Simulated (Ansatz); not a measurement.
# NiSb: further runs on the relaxed cell

An exercise on one series of results from a longer session: the logs are not shown, and one member is left open.

Program: Ansatz 0.2.0. Level of theory: DFT PBEsol, scalar-relativistic, plane waves, PAW. These are calculated values, not measurements.

1 further run of the same task is left out (set aside as unsound or not needed).

### Starting point

It takes space group P6_3/mmc (No. 194, hexagonal). Conventional cell: a = 3.916 Å, b = 3.916 Å, c = 5.070 Å, α = 90.00°, β = 90.00°, γ = 120.00°. Ni (site symmetry -3m) has 2 Ni at 2.54 Å and 6 Sb at 2.59 Å in its first shell of neighbours. Around Sb (site symmetry -6m2) lie 6 Ni at 2.59 Å.

Structure file:

```cif
data_structure
_symmetry_space_group_name_H-M 'P6_3/mmc'
_symmetry_Int_Tables_number 194
_cell_length_a 3.9160
_cell_length_b 3.9160
_cell_length_c 5.0703
_cell_angle_alpha 90.000
_cell_angle_beta 90.000
_cell_angle_gamma 120.000
_cell_volume 67.34
loop_
_atom_site_label
_atom_site_type_symbol
_atom_site_symmetry_multiplicity
_atom_site_Wyckoff_symbol
_atom_site_fract_x
_atom_site_fract_y
_atom_site_fract_z
_atom_site_occupancy
Ni1 Ni 2 a 0.00000 0.00000 0.00000 1
Sb1 Sb 2 c 0.33333 0.66667 0.25000 1
```

This cell was relaxed beforehand with the same method: volume 16.83 Å³/atom, gap on the mesh none (metal).

The first run:

input.yaml reads:

```yaml
crystal:
  lattice:
    - [3.9160067701, 0.0, 0.0]
    - [-1.9580033851, 3.3913613443, 0.0]
    - [0.0, 0.0, 5.0702672256]
  atoms:
    - { symbol: Ni, position: [0.0, 0.0, 0.0] }
    - { symbol: Ni, position: [0.0, 0.0, 0.5] }
    - { symbol: Sb, position: [0.3333333333, 0.6666666667, 0.25] }
    - { symbol: Sb, position: [0.6666666667, 0.3333333333, 0.75] }
basis:
  ecutwfc: 420
kpoints:
  mp_grid: { grid: [12, 12, 8] }
  band_path:
    path:
      - [[0.0, 0.0, 0.0], [0.5, 0.0, 0.0], [0.33333333, 0.33333333, 0.0], [0.0, 0.0, 0.0], [0.0, 0.0, 0.5], [0.5, 0.0, 0.5], [0.33333333, 0.33333333, 0.5], [0.0, 0.0, 0.5]]
      - [[0.5, 0.0, 0.5], [0.5, 0.0, 0.0]]
      - [[0.33333333, 0.33333333, 0.5], [0.33333333, 0.33333333, 0.0]]
    npoints: 14
hamiltonian:
  xc: pbesol
scf:
  occupations: { method: gaussian, width: 0.1 }
  n_extra_bands: 10
output:
  forces: true
  stress: true
  eigenvalues: true
  populations: true
  dos: { projected: true, de: 0.02, nscf_kmesh: { grid: [18, 18, 12] } }
  bader: true
  write_density: true
  write_potential: true
  elf: true
  volumetric_format: npy
```

Run with:

```
ansatz run input.yaml --threads 1 --pin off --max-ram 2560MiB --backend cpu --events-out ev --progress --plain --runs-dir out
```

Among the steps run: Bands, states and charges; Back to the database's cell; Volume × 0.97; The cell scaled to 1.03 of its volume; Volume × 0.94; The cell scaled to 1.06 of its volume; The cell scaled to 0.91 of its volume; Point at V/V0 = 1.10; Point at V/V0 = 0.88.

One table of the session follows, with a row left open; its other results are not shown here.

It belongs to the step «Equation of state». 

| volume (Å³/atom) | energy above the lowest point (meV/atom) | pressure (GPa) |
| --- | --- | --- |
| 14.814 | 127.1 | 22.79 |
| 15.319 | ? | ? |
| 15.824 | 28.1 | 9.43 |
| 16.329 | 6.6 | 4.30 |
| 16.834 | 0.0 | 0.00 |
| 17.339 | 5.9 | -3.59 |
| 17.844 | 22.2 | -6.59 |
| 18.517 | 57.1 | -9.81 |

Estimate the missing values for volume (Å³/atom) = 15.319.

Worked estimate for «energy above the lowest point (meV/atom)». A straight line through the neighbours (14.814, 127.1) and (15.824, 28.1) gives 127.1 + (28.1 − 127.1) × (15.319 − 14.814) / (15.824 − 14.814) = 77.6; a parabola fitted to 3 rows on both sides gives 68.3.

**Answer.** energy above the lowest point (meV/atom): 67.1; pressure (GPa): 15.52. In «energy above the lowest point (meV/atom)» the line misses by +10.5 and the parabola by +1.2.

Caveats from the session: The final runs have no spin polarisation, so a magnetic state may lie lower.
